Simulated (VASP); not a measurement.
## P: relaxation of cell and atoms with PBE+D3(BJ)

The system is P, a slab with vacuum.

```
CELL_PARAMETERS angstrom
3.29235 0.00000 0.00000
0.00000 4.43912 0.00000
0.00000 0.00000 20.13077
ATOMIC_POSITIONS crystal
P 0.00000 0.58291 0.44739
P 0.50000 0.91709 0.44739
P 0.50000 0.08291 0.55261
P 0.00000 0.41709 0.55261
```

The slab is cut from a database's or a generator's crystal, which needn't be the stable form of the element.

```
Program                : VASP 6.6.1
Task                   : relaxation of cell and atoms
Functional             : PBE
Dispersion             : D3(BJ)
Potentials or basis    : VASP PAW PBE potentials, release 64 (P)
Cutoff                 : 600 eV
k mesh                 : 10 × 8 × 1
Occupations            : gaussian, width 0.03 eV
Spin                   : no spin polarisation
Further INCAR settings : ALGO = Normal; EDIFF = 1e-07; IBRION = 2; EDIFFG = -0.005; NSW = 90; ISIF = 3
```

```yaml
Largest_force_after_relaxing: 0.004 eV/Å
Band_gap_on_the_k_mesh: 0.75 eV, direct
Dispersion_energy_per_atom: -0.248 eV
```

Forces on the atoms (eV/Å):
```
P    0.000 -0.001  0.003
P    0.000  0.001  0.003
P    0.000 -0.001 -0.003
P    0.000  0.001 -0.003
```

Final structure:
```
P
1.0
     3.29235    0.00000    0.00000
     0.00000    4.43912    0.00000
     0.00000    0.00000   20.13077
P
4
Direct
  0.00000 0.58291 0.44739
  0.50000 0.91709 0.44739
  0.50000 0.08291 0.55261
  0.00000 0.41709 0.55261
```

Levels at points of the mesh, in eV from the valence-band top:
```tsv
k point	band 6	band 7	band 8	band 9	band 10	band 11	band 12	band 13	band 14
(0.00, 0.00, 0.00)	-4.54	-3.47	-1.87	-1.77	0.00	0.75	1.57	2.74	3.47
(0.50, 0.00, 0.00)	-4.83	-2.75	-2.75	-2.04	-2.04	1.31	1.31	1.97	1.97
(0.00, 0.50, 0.00)	-3.11	-2.57	-2.57	-1.05	-1.05	2.12	2.12	3.50	3.52
(0.50, 0.50, 0.00)	-5.02	-4.87	-4.87	-1.31	-1.31	2.42	2.42	4.27	4.27
```

Wall time 78 s on 2 MPI ranks on Intel(R) Xeon(R) Platinum 8488C (Sapphire Rapids), on a shared host, peak memory 0.41 GiB a rank.

Caveat: the relaxation stopped at its first step, so nothing moved. A hybrid or GW would open this gap; PBE tends to underestimate it.
